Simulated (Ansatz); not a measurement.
# F: a faulty run and its cure

Someone meant to compute F with PBE, plane waves and PAW in Ansatz and wrote this input.

```yaml
crystal:
  lattice:
    - [2.75, -1.64, 0.0]
    - [2.75, 1.64, 0.0]
    - [-1.53472, 0.0, 7.11639]
  atoms:
    - { symbol: F, position: [0.968, 0.602, 0.0997] }
    - { symbol: F, position: [0.398, 0.032, 0.4003] }
    - { symbol: F, position: [0.032, 0.398, 0.9003] }
    - { symbol: F, position: [0.602, 0.968, 0.5997] }
basis:
  ecutwfc: 420
kpoints:
  mp_grid: { grid: [10, 10, 4] }
hamiltonian:
  xc: pbe
scf:
  occupations: { method: fermi_dirac, width: 0.99 }
output:
  forces: true
  stress: true
  eigenvalues: true
```

The program printed (HF is the Harris–Foulkes energy, dr2 the density residual in eV):

```text
band count auto-derived: 27, from the close of a first SCF at 18 (N_el = 28.0; filled up to band 14; 18 by the electrons, moments and atoms)
Pseudopotential: F, paw, valence charge 7, recommended cutoff 420 eV (normal)
Crystal: 4 atoms, lattice volume = 64.190 Å³
Basis set: ecut = 420 eV, 1289 PW (Γ), exchange–correlation on 48×48×100 points (8 copies of the dense FFT grid, shifted against one another)
Bands: 18, of which v1, the nominal top of the filled ones, is band 14 counted from 1 (13 counted from 0)
Symmetry: 4 space group operations
Space group: C2/c (ITA 15), of the structure as read, at distance tolerance 4.0e-5 Å
k-points: 117 of 400
Initial density: superposition of atomic densities, corrected by the library's trained network
SCF iter   1: HF=-3224.747060 eV  Δρ=7.39e-2  dr2=6.29e-1
SCF iter   2: HF=-3224.560899 eV  Δρ=2.07e-2  dr2=7.13e-2
SCF iter   3: HF=-3224.533438 eV  Δρ=2.34e-3  dr2=1.54e-3
SCF iter   4: HF=-3224.532817 eV  Δρ=2.36e-4  dr2=8.78e-6
SCF iter   5: HF=-3224.532911 eV  Δρ=5.09e-5  dr2=5.05e-7
SCF iter   6: F=-3224.532911 eV  HF=-3224.532911 eV  Δρ=3.84e-6  dr2=3.77e-9
SCF 1, on 18 bands, converged in 6 iterations: F = -3224.532911 eV; the run's SCF on all bands comes behind
The result of the SCF on 18 bands, without a stress, told ahead of the SCF on all bands, whose result is the run's:
SCF converged after 6 iterations
Free energy (F): -3224.532911 eV
E sigma→0 (E₀):  -3221.889112 eV
Entropy (-TS):   -5.287597 eV (-1321.899 meV/atom)
Fermi energy:    -2.059831 eV
--- Forces (eV/Å), atoms counted from 1 ---
  atom   1  F      0.15370017     0.88413185     2.85560406
  atom   2  F     -0.15370017     0.88413185    -2.85560406
  atom   3  F     -0.15370017    -0.88413185    -2.85560406
  atom   4  F      0.15370017    -0.88413185     2.85560406
```

**Question.** The run finished without an error. What is wrong all the same?

**Answer.** The fault is a smearing wider than the gap allows. The width is not small against the gap, so it moves electrons across it. The cure is a narrow smearing or fixed occupations.

Fix:

```diff
 scf:
-  occupations: { method: fermi_dirac, width: 0.99 }
+  occupations: { method: gaussian, width: 0.02 }
```

With the mended input the run converges and gives a pressure of -4.14 GPa, a largest force of 1.922 eV/Å, a gap on the mesh of 1.98 eV. The faulty run's energy lay 96.1 meV per atom higher.